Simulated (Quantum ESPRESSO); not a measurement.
# SiC (P6_3mc) in Quantum ESPRESSO: convergence with smearing width

Aim: find how far smearing width must go before the results for SiC settle, at PBE. This setting moves, with any that are tied to it; all else stays.

Program: Quantum ESPRESSO 7.5. These are calculated values, not measurements. Logs are shortened: lines on timing, memory, paths and dates and some standing lists are left out, and cuts for length are marked.

## Step 1: Starting point

It takes space group P6_3mc (No. 186, hexagonal). Conventional cell: a = 3.076 Å, b = 3.076 Å, c = 10.071 Å, α = 90.00°, β = 90.00°, γ = 120.00°. Si (site symmetry 3m) has 4 C at 1.88 to 1.89 Å as nearest neighbours. Si (site symmetry 3m) is surrounded by 4 C at 1.88 to 1.89 Å. C (site symmetry 3m) is surrounded by 4 Si at 1.88 to 1.89 Å. Around C (site symmetry 3m) lie 4 Si at 1.88 to 1.89 Å.

The cell is a database's computed one.

## Step 2: With smearing width 0.5 eV

Input file pw.in:

```
&CONTROL
  calculation = 'scf'
  prefix = 'pwscf'
  outdir = './tmp'
  pseudo_dir = './pseudo'
  tprnfor = .true.
  tstress = .true.
  disk_io = 'nowf'
/
&SYSTEM
  ibrav = 0
  nat = 8
  ntyp = 2
  ecutwfc = 70
  nbnd = 24
  occupations = 'smearing'
  smearing = 'gaussian'
  degauss = 0.03674932
/
&ELECTRONS
  conv_thr = 1.6d-09
  electron_maxstep = 120
  mixing_beta = 0.5
/
ATOMIC_SPECIES
Si    28.0850 14_Si_4_1.9_1.9_pbe_n_v1.0.upf
C     12.0110 06_C_4_1.2_1.2_pbe_n_v1.0.upf
CELL_PARAMETERS angstrom
   3.0756941497    0.0000000000    0.0000000000
  -1.5378470748    2.6636292679    0.0000000000
   0.0000000000    0.0000000000   10.0706464800
ATOMIC_POSITIONS crystal
Si     0.0000000000    0.0000000000    0.1878943800
Si     0.0000000000    0.0000000000    0.6878943800
Si     0.3333333333    0.6666666667    0.4378419800
Si     0.6666666667    0.3333333333    0.9378419800
C      0.0000000000    0.0000000000    0.0004600500
C      0.0000000000    0.0000000000    0.5004600500
C      0.3333333333    0.6666666667    0.2498025900
C      0.6666666667    0.3333333333    0.7498025900
K_POINTS automatic
10 10 3 0 0 0
```

Potentials or basis: SPMS 1.0 PBE.

Started as:

```
$ OMP_NUM_THREADS=1 pw.x -in pw.in > pw.out
```

pw.out:

```text
This program is part of the open-source Quantum ESPRESSO suite
     for quantum simulation of materials; please cite
         "P. Giannozzi et al., J. Phys.:Condens. Matter 21 395502 (2009);
         "P. Giannozzi et al., J. Phys.:Condens. Matter 29 465901 (2017);
         "P. Giannozzi et al., J. Chem. Phys. 152 154105 (2020);
     in publications or presentations arising from this work. More details at

     Message from routine setup:
     using ibrav=0 with symmetry is DISCOURAGED, use correct ibrav instead

     G-vector sticks info
     --------------------
     sticks:   dense  smooth     PW     G-vecs:    dense   smooth      PW
     Sum         649     649    199                44117    44117    6937

     Using Slab Decomposition

     bravais-lattice index     =            0
     lattice parameter (alat)  =       5.8122  a.u.
     unit-cell volume          =     556.7637 (a.u.)^3
     number of atoms/cell      =            8
     number of atomic types    =            2
     number of electrons       =        32.00
     number of Kohn-Sham states=           24
     kinetic-energy cutoff     =      70.0000  Ry
     charge density cutoff     =     280.0000  Ry
     scf convergence threshold =      1.6E-09
     mixing beta               =       0.5000
     number of iterations used =            8  plain     mixing
     Exchange-correlation= PBE
                           (   1   4   3   4   0   0   0)

     celldm(1)=   5.812220  celldm(2)=   0.000000  celldm(3)=   0.000000
     celldm(4)=   0.000000  celldm(5)=   0.000000  celldm(6)=   0.000000

     crystal axes: (cart. coord. in units of alat)
               a(1) = (   1.000000   0.000000   0.000000 )
               a(2) = (  -0.500000   0.866025   0.000000 )
               a(3) = (   0.000000   0.000000   3.274268 )

     reciprocal axes: (cart. coord. in units 2 pi/alat)
               b(1) = (  1.000000  0.577350 -0.000000 )
               b(2) = (  0.000000  1.154701  0.000000 )
               b(3) = (  0.000000 -0.000000  0.305412 )

     PseudoPot. # 1 for Si read from file:
     14_Si_4_1.9_1.9_pbe_n_v1.0.upf
     Pseudo is Norm-conserving + core correction, Zval =  4.0
     Generated using ONCVPSP code by D. R. Hamann
     Using radial grid of 1524 points,  6 beta functions with:
                l(1) =   0
                l(2) =   0
                l(3) =   1
                l(4) =   1
                l(5) =   2
                l(6) =   2

     PseudoPot. # 2 for C  read from file:
     06_C_4_1.2_1.2_pbe_n_v1.0.upf
     Pseudo is Norm-conserving + core correction, Zval =  4.0
     Generated using ONCVPSP code by D. R. Hamann
     Using radial grid of 1246 points,  4 beta functions with:
                l(1) =   0
                l(2) =   0
                l(3) =   1
                l(4) =   1

     atomic species   valence    mass     pseudopotential
     Si                4.00    28.08500     Si( 1.00)
     C                 4.00    12.01100     C ( 1.00)

     12 Sym. Ops. (no inversion) found ( 6 have fractional translation)

   Cartesian axes

     site n.     atom                  positions (alat units)
         1        Si     tau(   1) = (   0.0000000   0.0000000   0.6152165  )
         2        Si     tau(   2) = (   0.0000000   0.0000000   2.2523505  )
         3        Si     tau(   3) = (  -0.0000000   0.5773503   1.4336119  )
         4        Si     tau(   4) = (   0.5000000   0.2886751   3.0707458  )
         5        C      tau(   5) = (   0.0000000   0.0000000   0.0015063  )
         6        C      tau(   6) = (   0.0000000   0.0000000   1.6386403  )
         7        C      tau(   7) = (  -0.0000000   0.5773503   0.8179206  )
         8        C      tau(   8) = (   0.5000000   0.2886751   2.4550545  )

     number of k points=    28  Gaussian smearing, width (Ry)=  0.0367
                       cart. coord. in units 2pi/alat
        k(    1) = (   0.0000000   0.0000000   0.0000000), wk =   0.0066667
        k(    2) = (   0.0000000   0.0000000   0.1018039), wk =   0.0133333
        k(    3) = (   0.0000000   0.1154701   0.0000000), wk =   0.0400000
        k(    4) = (   0.0000000   0.1154701   0.1018039), wk =   0.0800000
        k(    5) = (   0.0000000   0.2309401   0.0000000), wk =   0.0400000
        k(    6) = (   0.0000000   0.2309401   0.1018039), wk =   0.0800000
[... 20 lines left out ...]
        k(   27) = (   0.3000000   0.5196152   0.0000000), wk =   0.0400000
        k(   28) = (   0.3000000   0.5196152   0.1018039), wk =   0.0800000

     Dense  grid:    44117 G-vectors     FFT dimensions: (  32,  32, 108)

     Initial potential from superposition of free atoms

     starting charge      31.9974, renormalised to      32.0000
     Starting wfcs are   32 randomized atomic wfcs

     Self-consistent Calculation

     iteration #  1     ecut=    70.00 Ry     beta= 0.50
     Davidson diagonalization with overlap
     ethr =  1.00E-02,  avg # of iterations =  4.2

     total energy              =     -81.63483047 Ry
     estimated scf accuracy    <       1.73189209 Ry

     iteration #  2     ecut=    70.00 Ry     beta= 0.50
     Davidson diagonalization with overlap
     ethr =  5.41E-03,  avg # of iterations =  2.0
[... 18 lines left out ...]
     iteration #  5     ecut=    70.00 Ry     beta= 0.50
     Davidson diagonalization with overlap
     ethr =  1.64E-05,  avg # of iterations =  3.2

     total energy              =     -82.05503318 Ry
     estimated scf accuracy    <       0.00019109 Ry

     iteration #  6     ecut=    70.00 Ry     beta= 0.50
     Davidson diagonalization with overlap
     c_bands:  1 eigenvalues not converged
     ethr =  5.97E-07,  avg # of iterations =  7.8

     total energy              =     -82.05511926 Ry
     estimated scf accuracy    <       0.00026860 Ry

     iteration #  7     ecut=    70.00 Ry     beta= 0.50
     Davidson diagonalization with overlap
     ethr =  5.97E-07,  avg # of iterations =  2.0

     total energy              =     -82.05517493 Ry
     estimated scf accuracy    <       0.00000024 Ry
[... 12 lines left out ...]
     total energy              =     -82.05517587 Ry
     estimated scf accuracy    <          3.6E-09 Ry

     iteration # 10     ecut=    70.00 Ry     beta= 0.50
     Davidson diagonalization with overlap
     ethr =  1.12E-11,  avg # of iterations =  4.9

     End of self-consistent calculation

          k = 0.0000 0.0000 0.0000 (  5577 PWs)   bands (ev):

    -5.9087  -4.7297  -4.6927  -2.3331   0.9676   5.2108   5.2517   8.4148
     8.4148   8.8767   8.8767   9.0189   9.0189   9.5506   9.6035   9.6035
    14.7163  15.2958  15.9139  15.9413  16.5991  16.5991  16.6238  17.0200

          k = 0.0000 0.0000 0.1018 (  5505 PWs)   bands (ev):

    -5.7727  -5.3688  -3.8390  -2.8783   1.7331   3.3398   7.1637   8.4800
     8.4800   8.6637   8.6637   8.8183   9.2621   9.2621   9.5069   9.5069
    14.8117  15.0699  16.2251  16.3196  16.6650  16.6651  16.6706  16.9705
[... 43 lines left out ...]
          k = 0.0000 0.4619 0.1018 (  5515 PWs)   bands (ev):

    -3.1991  -2.8536  -1.6541  -1.0587   1.6891   1.9658   2.7967   3.5768
     4.6872   5.8566   6.5832   6.8848   7.2651   7.8940   7.8983   8.3816
    12.3269  12.4504  13.8619  14.5177  15.2067  16.0508  17.0148  17.3613

          k = 0.0000-0.5774 0.0000 (  5490 PWs)   bands (ev):

    -2.4818  -1.9453  -1.6943  -0.9603   1.0405   1.3430   2.5640   2.9798
     4.6878   5.5027   6.3421   7.2081   7.2370   7.3778   8.0227   8.4789
    11.8337  11.9652  13.8416  14.3676  14.9214  15.3863  16.8084  17.2146

          k = 0.0000-0.5774 0.1018 (  5514 PWs)   bands (ev):

    -2.3974  -2.1698  -1.4451  -1.1234   1.2834   1.5659   2.1861   2.5332
     5.3196   5.8974   6.4471   6.7522   6.9979   7.5083   7.7797   8.2722
    12.1485  12.1811  13.6163  14.2458  15.3229  15.6397  17.1466  17.2210

          k = 0.1000 0.1732 0.0000 (  5499 PWs)   bands (ev):

    -5.3902  -4.2299  -4.1902  -1.9032   1.4365   5.2322   5.2936   6.3263
     7.0331   7.3375   7.5320   7.8371   8.0900   8.6274   9.0838   9.2493
    14.9980  15.3673  15.5961  15.9478  16.5934  16.7069  16.7548  17.4530
[... 85 lines left out ...]
          k = 0.3000 0.5196 0.1018 (  5508 PWs)   bands (ev):

    -1.7950  -1.5717  -1.0677  -0.9715   2.0558   2.3271   2.3600   2.8702
     3.8352   4.0191   4.8156   5.1047   6.0264   6.9518   7.1989   7.5372
    13.0157  13.1691  15.2863  16.0676  16.2405  17.0745  18.2075  18.4264

     the Fermi energy is    10.7581 ev

!    total energy              =     -82.05517587 Ry
     estimated scf accuracy    <          1.5E-09 Ry
     smearing contrib. (-TS)   =      -0.00000669 Ry
     internal energy E=F+TS    =     -82.05516918 Ry

     The total energy is F=E-TS. E is the sum of the following terms:
     one-electron contribution =      22.45831444 Ry
     hartree contribution      =       9.38528899 Ry
     xc contribution           =     -30.14550111 Ry
     ewald contribution        =     -83.75327150 Ry

     convergence has been achieved in  10 iterations

     Forces acting on atoms (cartesian axes, Ry/au):

     atom    1 type  1   force =     0.00000000    0.00000000    0.00000989
     atom    2 type  1   force =    -0.00000000   -0.00000000    0.00000989
     atom    3 type  1   force =     0.00000000    0.00000000   -0.00022840
     atom    4 type  1   force =    -0.00000000   -0.00000000   -0.00022840
     atom    5 type  2   force =     0.00000000   -0.00000000   -0.00009735
     atom    6 type  2   force =     0.00000000    0.00000000   -0.00009735
     atom    7 type  2   force =     0.00000000    0.00000000    0.00031586
     atom    8 type  2   force =     0.00000000    0.00000000    0.00031586

     Total force =     0.000568     Total SCF correction =     0.000002

     Computing stress (Cartesian axis) and pressure

          total   stress  (Ry/bohr**3)                   (kbar)     P=       33.49
   0.00023072  -0.00000000   0.00000000           33.94       -0.00        0.00
  -0.00000000   0.00023072   0.00000000           -0.00       33.94        0.00
   0.00000000   0.00000000   0.00022148            0.00        0.00       32.58

=------------------------------------------------------------------------------=
   JOB DONE.
=------------------------------------------------------------------------------=
```

Run time: 57 s. Hardware: 1 thread of Arm Neoverse V2, shared host; peak memory 0.13 GiB.

Results:

- Free energy: -1116.4175 eV
- Largest force: 0.008 eV/Å
- Band gap on the k mesh: 2.23 eV, indirect (least direct gap 3.35 eV)

## Step 3: With smearing width 0.3 eV

Changes to pw.in since step 2:

```diff
@@ -17,3 +17,3 @@
   smearing = 'gaussian'
-  degauss = 0.03674932
+  degauss = 0.02204959
 /
```

Potentials or basis: SPMS 1.0 PBE.

Started as:

```
$ OMP_NUM_THREADS=1 pw.x -in pw.in > pw.out
```

Wall time 59 s (1 thread of Arm Neoverse V2, shared host); peak memory 0.13 GiB.

Results:

* Free energy: -1116.4175 eV
* Largest force: 0.008 eV/Å
* Band gap on the k mesh: 2.23 eV, indirect (least direct gap 3.35 eV)

## Step 4: With smearing width 0.2 eV

Changes to pw.in since step 3:

```diff
@@ -17,3 +17,3 @@
   smearing = 'gaussian'
-  degauss = 0.02204959
+  degauss = 0.01469973
 /
```

Started as:

```
$ OMP_NUM_THREADS=1 pw.x -in pw.in > pw.out
```

Run time: 57 s. Hardware: 1 thread of Arm Neoverse V2, shared host; peak memory 0.13 GiB.

What came out:

```yaml
Free_energy: -1116.4175 eV
Largest_force: 0.008 eV/Å
Band_gap_on_the_k_mesh: 2.23 eV, indirect (least direct gap 3.35 eV)
```

## Step 5: With smearing width 0.136 eV

Changes to pw.in since step 4:

```diff
@@ -17,3 +17,3 @@
   smearing = 'gaussian'
-  degauss = 0.01469973
+  degauss = 0.00999582
 /
```

Started as:

```
$ OMP_NUM_THREADS=1 pw.x -in pw.in > pw.out
```

Run time: 57 s. Hardware: 1 thread of Arm Neoverse V2, shared host; peak memory 0.13 GiB.

What came out:

- Free energy: -1116.4175 eV
- Largest force: 0.008 eV/Å
- Band gap on the k mesh: 2.23 eV, indirect (least direct gap 3.35 eV)

## Step 6: With smearing width 0.1 eV

Changes to pw.in since step 5:

```diff
@@ -17,3 +17,3 @@
   smearing = 'gaussian'
-  degauss = 0.00999582
+  degauss = 0.00734986
 /
```

Potentials or basis: SPMS 1.0 PBE.

Started as:

```
$ OMP_NUM_THREADS=1 pw.x -in pw.in > pw.out
```

Wall time 59 s (1 thread of Arm Neoverse V2, shared host); peak memory 0.12 GiB.

Results (log left out):

```yaml
Free_energy: -1116.4175 eV
Largest_force: 0.008 eV/Å
Band_gap_on_the_k_mesh: 2.23 eV, indirect (least direct gap 3.35 eV)
```

## Step 7: With smearing width 0.05 eV

Changes to pw.in since step 6:

```diff
@@ -17,3 +17,3 @@
   smearing = 'gaussian'
-  degauss = 0.00734986
+  degauss = 0.00367493
 /
```

Started as:

```
$ OMP_NUM_THREADS=1 pw.x -in pw.in > pw.out
```

It took 58 s on 1 thread of Arm Neoverse V2, shared host; peak memory 0.13 GiB.

Results (log left out):

| Item | Value |
| --- | --- |
| Free energy | -1116.4175 eV |
| Largest force | 0.008 eV/Å |
| Band gap on the k mesh | 2.23 eV, indirect (least direct gap 3.35 eV) |

## Step 8: With smearing width 0.025 eV

Changes to pw.in since step 7:

```diff
@@ -17,3 +17,3 @@
   smearing = 'gaussian'
-  degauss = 0.00367493
+  degauss = 0.00183747
 /
```

Started as:

```
$ OMP_NUM_THREADS=1 pw.x -in pw.in > pw.out
```

Run time: 59 s. Hardware: 1 thread of Arm Neoverse V2, shared host; peak memory 0.13 GiB.

Results (log left out):

| Item | Value |
| --- | --- |
| Free energy | -1116.4175 eV |
| Largest force | 0.008 eV/Å |
| Band gap on the k mesh | 2.23 eV, indirect (least direct gap 3.35 eV) |

## Step 9: With smearing width 0.01 eV

Changes to pw.in since step 8:

```diff
@@ -17,3 +17,3 @@
   smearing = 'gaussian'
-  degauss = 0.00183747
+  degauss = 0.00073499
 /
```

Potentials or basis: SPMS 1.0 PBE.

Started as:

```
$ OMP_NUM_THREADS=1 pw.x -in pw.in > pw.out
```

Run time: 64 s. Hardware: 1 thread of Arm Neoverse V2, shared host; peak memory 0.13 GiB.

It converged, with:

```
Free energy            : -1116.4175 eV
Largest force          : 0.008 eV/Å
Band gap on the k mesh : 2.23 eV, indirect (least direct gap 3.35 eV)
```

## Step 10: The series at a glance

```
smearing width  energy less the tightest run, at zero smearing (meV/atom)  SCF cycles  CPU time (s)  peak memory (GiB)
        0.5 eV                                                       0.00          10            57               0.13
        0.3 eV                                                       0.00          10            59               0.13
        0.2 eV                                                       0.00          10            57               0.13
      0.136 eV                                                       0.00          10            57               0.13
        0.1 eV                                                       0.00          10            59               0.12
       0.05 eV                                                       0.00          10            58               0.13
      0.025 eV                                                       0.00          10            59               0.13
       0.01 eV                                                       0.00          10            64               0.13
```

Against the tightest run, the energy stays within 1 meV/atom from 0.5 eV on. The tightest run that finished is the yardstick and may itself not be fully converged.

Caveats: an odd mesh through Γ misses points on the zone boundary, where band edges often lie.
